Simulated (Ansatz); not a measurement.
Something may be wrong with this Ansatz 0.2.0 calculation of Be.

run.py

```python
import json

import ase.io
import numpy as np

import ansatz as az

atoms = ase.io.read("Be.xyz")

calculation = (
    az.Crystal.from_ase(atoms)
    .calculation()
    .kpoints(9, 9, 9)
    .functional("blyp", dispersion="d3bjatm")
    .pseudopotentials(kind="paw")
    .charge(6.0)
    .scf(max_iterations=100, extra_bands=6)
    .occupations(method="cold", width=0.15)
    .density_of_states(energy_step=0.05, projected=False, nscf_kmesh=(14, 14, 14))
    .forces()
    .stress()
    .band_table(publish=True)
)
outcome = calculation.run(threads=2, events_out="events.jsonl")

report = outcome.report
for line in open("events.jsonl"):
    event = json.loads(line)
    if event["event"] == "scf_iter":
        d = event["data"]
        print(f"SCF {d['iter']:3d}  HF = {d['harris_foulkes_ev']:.6f} eV  dr2 = {d['dr2_ev']:.2e} eV")
    elif event["event"] in ("relax_step", "md_step"):
        d = event["data"]
        print(f"{event['event']} {d['step']:3d}  E = {d['lagrangian_ev']:.6f} eV")
np.set_printoptions(precision=5, suppress=True, linewidth=110)
print("converged:", report["converged"], "after", report["n_iterations"], "iterations")
print(f"free energy {report['free_energy_ev']:.6f} eV, Fermi level {report['fermi_energy_ev']:.4f} eV")
for key in ("band_edges_ev", "magnetization_mub", "site_moments_mub", "site_moments_nc_mub", "forces_ev_ang",
                "stress_gpa"):
    if report.get(key) is not None:
        print(key, np.array(report[key]), sep="\n")
```

File Be.xyz:

```xyz
1
Lattice="-1.2531209513 1.2531209513 1.2531209513 1.2531209513 -1.2531209513 1.2531209513 1.2531209513 1.2531209513 -1.2531209513" Properties=species:S:1:pos:R:3 pbc="T T T"
Be     0.0000000000      0.0000000000      0.0000000000
```

Potentials or basis: Ansatz PAW.

Command:

```console
$ python run.py
```

Output:

```text
Traceback (most recent call last):
  File "run.py", line 24, in <module>
  [frames inside libraries left out]
ansatz.RefusalError: inconsistent input (total_charge): 6 leaves -4.000 electrons of the 2 valence electrons — a charged cell must keep at least one electron
```

Q: What happened, and what is wrong with the input?

A: The program refused the input. The input holds a flaw that was put in on purpose: a charge that the system can't hold (total_charge = 6).
